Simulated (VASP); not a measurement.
# Te (P3_121) in VASP: further runs, part 2 of 3

VASP 6.6.1. Earlier steps stand in the parts before.

### Step 4. Relaxation of shape and atoms at fixed volume, PBE (a relaxed cell with its volume scaled by 1.04)

Input file INCAR:

```
PREC = Accurate
ENCUT = 600
EDIFF = 1E-7
ISMEAR = 0
SIGMA = 0.03
LREAL = False
LASPH = True
NELM = 80
ALGO = Fast
ISIF = 4
LWAVE = False
LCHARG = False
GGA = PE
IBRION = 2
NSW = 40
EDIFFG = -0.01
```

Input file KPOINTS:

```
regular mesh
0
Gamma
  9 9 6
```

Input file POSCAR:

```
Te                                      
1.0
    4.5742064718     -0.0000000000     -0.0000000000
   -2.2871032359      3.9613790068      0.0000000000
    0.0000000000      0.0000000000      6.0326511393
  Te            
     3
Direct
     0.2690373692055651    0.0000000000000000    0.3333333332999970
     0.0000000000000000    0.2690373692055651    0.6666666667000030
     0.7309626307944349    0.7309626307944349    1.0000000000000000
```

Potentials or basis: VASP PAW PBE potentials, release 64 (Te).

Started as:

```sh
$ cat potpaw_PBE.64/Te/POTCAR > POTCAR
$ mpirun -np 1 vasp_std > vasp.out
```

OUTCAR:

```text
PREC = Accurate
   ENCUT = 600
   EDIFF = 1E-7
   ISMEAR = 0
   LREAL = False
   LASPH = True
   NELM = 80
   ISIF = 4
   GGA = PE
   IBRION = 2
   NSW = 40
   EDIFFG = -0.01

 ion  position               nearest neighbor table
   1  0.269  0.000  0.333-   3 2.93   2 2.93   3 3.55   3 3.55   2 3.55   2 3.55
   2  0.000  0.269  0.667-   3 2.93   1 2.93   3 3.55   3 3.55   1 3.55   1 3.55
   3  0.731  0.731  0.000-   1 2.93   2 2.93   1 3.55   2 3.55   2 3.55   1 3.55

  LATTYP: Found a hexagonal cell.
 ALAT       =     4.5742064718
 C/A-ratio  =     1.3188410223

  Lattice vectors:

 A1 = (   4.5742064718,   0.0000000000,   0.0000000000)
 A2 = (  -2.2871032359,   3.9613790068,   0.0000000000)
 A3 = (   0.0000000000,   0.0000000000,   6.0326511393)

Analysis of symmetry for initial positions (statically):
[... 387 lines left out ...]
      2      -5.0252      2.00000
      3      -5.0252      2.00000
      4       2.0937      2.00000
      5       2.3087      2.00000
      6       2.3087      2.00000
      7       3.5120      2.00000
      8       3.5120      2.00000
      9       4.3911      2.00000
     10       6.1031      0.00000
     11       6.1031      0.00000
     12       6.5887      0.00000
     13      10.1850      0.00000
[... 354 lines left out ...]
  band No.  band energies     occupation
      1      -7.5888      2.00000
      2      -5.8053      2.00000
      3      -4.5236      2.00000
      4       0.6471      2.00000
      5       1.1292      2.00000
      6       1.9744      2.00000
      7       3.3157      2.00000
      8       3.9495      2.00000
      9       4.5357      2.00000
     10       5.9877      0.00000
     11       6.5305      0.00000
     12       6.8477      0.00000
     13       9.0991      0.00000

 [... further k-points ...]

------------------------ aborting loop because EDIFF is reached ----------------------------------------

  FORCE on cell =-STRESS in cart. coord.  units (eV):
  Direction    XX          YY          ZZ          XY          YZ          ZX
  --------------------------------------------------------------------------------------
  -------------------------------------------------------------------------------------
  Total       -0.3988954     -0.3988954     -0.3616254     -0.0000000     -0.0000000      0.0000000
  in kB       -5.8465437     -5.8465437     -5.3002837     -0.0000000     -0.0000000      0.0000000
  external PRESSURE =      -5.6644570 kB  Pullay stress =       0.0000000 kB
[... 18 lines left out ...]
  FREE ENERGIE OF THE ION-ELECTRON SYSTEM (eV)
  ---------------------------------------------------
  free  energy   TOTEN  =        -9.4238977373 eV

  energy  without entropy=       -9.4238977373  energy(sigma->0) =       -9.42389774

 reached required accuracy - stopping structural energy minimisation
```

OSZICAR:

```text
N       E                     dE             d eps       ncg     rms          rms(c)
DAV:   1     0.836919636185E+02    0.83692E+02   -0.69714E+03  1612   0.122E+03
DAV:   2    -0.342857272213E+01   -0.87121E+02   -0.83793E+02  2212   0.160E+02
[... 55 lines left out ...]
DAV:   1    -0.942391080411E+01   -0.98816E-04   -0.33924E-03  1622   0.329E-01    0.310E-02
RMM:   2    -0.942390125221E+01    0.95519E-05   -0.83459E-05  1612   0.625E-02    0.168E-02
RMM:   3    -0.942389727764E+01    0.39746E-05   -0.25548E-05  1612   0.315E-02    0.614E-03
RMM:   4    -0.942389755420E+01   -0.27656E-06   -0.24504E-06  1612   0.128E-02    0.535E-03
RMM:   5    -0.942389772681E+01   -0.17261E-06   -0.74111E-07  1570   0.688E-03    0.909E-04
RMM:   6    -0.942389773734E+01   -0.10533E-07   -0.17058E-07  1074   0.333E-03
   6 F= -.94238977E+01 E0= -.94238977E+01  d E =-.857498E-04
```

CONTCAR:

```text
Te
   1.00000000000000
     4.6124648180677648    0.0000000000000000    0.0000000000000000
    -2.3062324090338824    3.9945117065670979   -0.0000000000000000
    -0.0000000000000000    0.0000000000000000    5.9329898620450336
  Te
     3
Direct
     0.2618697522809745    0.0000000000000000    0.3333333332999970
     0.9999999999999984    0.2618697522809713    0.6666666667000030
     0.7381302477190270    0.7381302477190288    0.0000000000000000

  0.00000000E+00  0.00000000E+00  0.00000000E+00
  0.00000000E+00  0.00000000E+00  0.00000000E+00
  0.00000000E+00  0.00000000E+00  0.00000000E+00
```

Wall time 3.9 min (1 thread of AMD EPYC 9R45 (Zen 5), shared host); peak memory 0.29 GiB.

What came out:

```yaml
Free_energy: -9.4239 eV
Energy_gained_by_relaxing: 4.7 meV/atom
Ionic_steps: 6
Pressure_after_relaxing: -0.6 GPa
Largest_force_after_relaxing: 0.009 eV/Å
Band_gap_on_the_k_mesh: 0.33 eV, direct
```

Forces on the atoms (eV/Å):
```
Te  -0.009  0.000  0.000
Te   0.005 -0.008  0.000
Te   0.005  0.008  0.000
```

The path:
```
step  energy change (eV)  largest force (eV/Å)  pressure (GPa)
   1              0.0000                0.1888           -1.60
   2             -0.0066                0.1452           -1.32
   3             -0.0137                0.0364           -0.69
   4             -0.0139                0.0101           -0.55
   5             -0.0139                0.0144           -0.57
   6             -0.0140                0.0091           -0.57
```

Final structure:
```
Te
1.0
     4.61246    0.00000    0.00000
    -2.30623    3.99451    0.00000
     0.00000    0.00000    5.93299
Te
3
Direct
  0.26187 0.00000 0.33333
  0.00000 0.26187 0.66667
  0.73813 0.73813 0.00000
```

Caveat: spin-orbit coupling is left out, which moves the levels of the heavy elements; an odd mesh through Γ misses points on the zone boundary, where band edges often lie.

### Step 5. Relaxation of shape and atoms at fixed volume, PBE (a relaxed cell with its volume scaled by 1.06)

INCAR is that of step 4.

KPOINTS is that of step 4.

Input file POSCAR:

```
Te                                      
1.0
    4.6033423304     -0.0000000000     -0.0000000000
   -2.3016711652      3.9866114005      0.0000000000
    0.0000000000      0.0000000000      6.0710767049
  Te            
     3
Direct
     0.2690373692055651    0.0000000000000000    0.3333333332999970
     0.0000000000000000    0.2690373692055651    0.6666666667000030
     0.7309626307944349    0.7309626307944349    1.0000000000000000
```

Potentials or basis: VASP PAW PBE potentials, release 64 (Te).

Started as:

```sh
$ cat potpaw_PBE.64/Te/POTCAR > POTCAR
$ mpirun -np 1 vasp_std > vasp.out
```

OUTCAR:

```text
PREC = Accurate
   ENCUT = 600
   EDIFF = 1E-7
   ISMEAR = 0
   LREAL = False
   LASPH = True
   NELM = 80
   ISIF = 4
   GGA = PE
   IBRION = 2
   NSW = 40
   EDIFFG = -0.01

 ion  position               nearest neighbor table
   1  0.269  0.000  0.333-   3 2.95   2 2.95   3 3.58   3 3.58   2 3.58   2 3.58
   2  0.000  0.269  0.667-   3 2.95   1 2.95   3 3.58   3 3.58   1 3.58   1 3.58
   3  0.731  0.731  0.000-   1 2.95   2 2.95   1 3.58   2 3.58   2 3.58   1 3.58

  LATTYP: Found a hexagonal cell.
 ALAT       =     4.6033423304
 C/A-ratio  =     1.3188410223

  Lattice vectors:

 A1 = (   4.6033423304,   0.0000000000,   0.0000000000)
 A2 = (  -2.3016711652,   3.9866114005,   0.0000000000)
 A3 = (   0.0000000000,   0.0000000000,   6.0710767049)

Analysis of symmetry for initial positions (statically):
[... 424 lines left out ...]
      2      -5.2041      2.00000
      3      -5.2041      2.00000
      4       1.8797      2.00000
      5       2.0584      2.00000
      6       2.0584      2.00000
      7       3.3172      2.00000
      8       3.3172      2.00000
      9       4.2338      2.00000
     10       5.9034      0.00000
     11       5.9034      0.00000
     12       6.3714      0.00000
     13       9.9865      0.00000
[... 354 lines left out ...]
  band No.  band energies     occupation
      1      -7.7702      2.00000
      2      -5.9817      2.00000
      3      -4.7079      2.00000
      4       0.5143      2.00000
      5       0.9595      2.00000
      6       1.8076      2.00000
      7       3.1204      2.00000
      8       3.7257      2.00000
      9       4.3133      2.00000
     10       5.8058      0.00000
     11       6.3494      0.00000
     12       6.6502      0.00000
     13       8.9679      0.00000

 [... further k-points ...]

------------------------ aborting loop because EDIFF is reached ----------------------------------------

  FORCE on cell =-STRESS in cart. coord.  units (eV):
  Direction    XX          YY          ZZ          XY          YZ          ZX
  --------------------------------------------------------------------------------------
  -------------------------------------------------------------------------------------
  Total       -0.5163037     -0.5163037     -0.5000068     -0.0000000      0.0000000      0.0000000
  in kB       -7.4245976     -7.4245976     -7.1902430     -0.0000000      0.0000000      0.0000000
  external PRESSURE =      -7.3464794 kB  Pullay stress =       0.0000000 kB
[... 18 lines left out ...]
  FREE ENERGIE OF THE ION-ELECTRON SYSTEM (eV)
  ---------------------------------------------------
  free  energy   TOTEN  =        -9.4154634512 eV

  energy  without entropy=       -9.4154634512  energy(sigma->0) =       -9.41546345

 reached required accuracy - stopping structural energy minimisation
```

OSZICAR:

```text
N       E                     dE             d eps       ncg     rms          rms(c)
DAV:   1     0.840790248814E+02    0.84079E+02   -0.70802E+03  1612   0.123E+03
DAV:   2    -0.320000828699E+01   -0.87279E+02   -0.84093E+02  2127   0.161E+02
[... 73 lines left out ...]
DAV:   1    -0.941551251736E+01   -0.15097E-03   -0.11156E-02  1632   0.596E-01    0.560E-02
RMM:   2    -0.941547647200E+01    0.36045E-04   -0.27402E-04  1612   0.113E-01    0.302E-02
RMM:   3    -0.941546210009E+01    0.14372E-04   -0.89264E-05  1612   0.582E-02    0.120E-02
RMM:   4    -0.941546291107E+01   -0.81098E-06   -0.83703E-06  1612   0.238E-02    0.105E-02
RMM:   5    -0.941546341676E+01   -0.50569E-06   -0.26063E-06  1616   0.129E-02    0.172E-03
RMM:   6    -0.941546345124E+01   -0.34476E-07   -0.62420E-07  1540   0.630E-03
   7 F= -.94154635E+01 E0= -.94154635E+01  d E =-.279221E-03
```

It took 5.3 min on 1 thread of AMD EPYC 9R45 (Zen 5), shared host; peak memory 0.3 GiB.

Results:

| Quantity | Value |
| --- | --- |
| Free energy | -9.4155 eV |
| Energy gained by relaxing | 10.3 meV/atom |
| Ionic steps | 7 |
| Pressure after relaxing | -0.7 GPa |
| Band gap on the k mesh | 0.39 eV, direct |

Step by step:
```csv
step,energy change (eV),largest force (eV/Å),pressure (GPa)
1,0.0000,0.2731,-2.27
2,-0.0139,0.2167,-1.90
3,-0.0303,0.0535,-0.94
4,-0.0307,0.0123,-0.72
5,-0.0307,0.0191,-0.76
6,-0.0309,0.0108,-0.75
7,-0.0310,0.0006,-0.73
```

Final structure:
```xyz
3
Lattice="4.6575 0.0000 0.0000 -2.3288 4.0335 0.0000 0.0000 0.0000 5.9307" Properties=species:S:1:pos:R:3 pbc="T T T"
Te    1.2014    0.0000    1.9769
Te    4.0568    1.0404    3.9538
Te    1.7281    2.9931    0.0000
```

Caveat: spin-orbit coupling is left out, which moves the levels of the heavy elements; an odd mesh through Γ misses points on the zone boundary, where band edges often lie.

(Continued in part 3 of 3.)
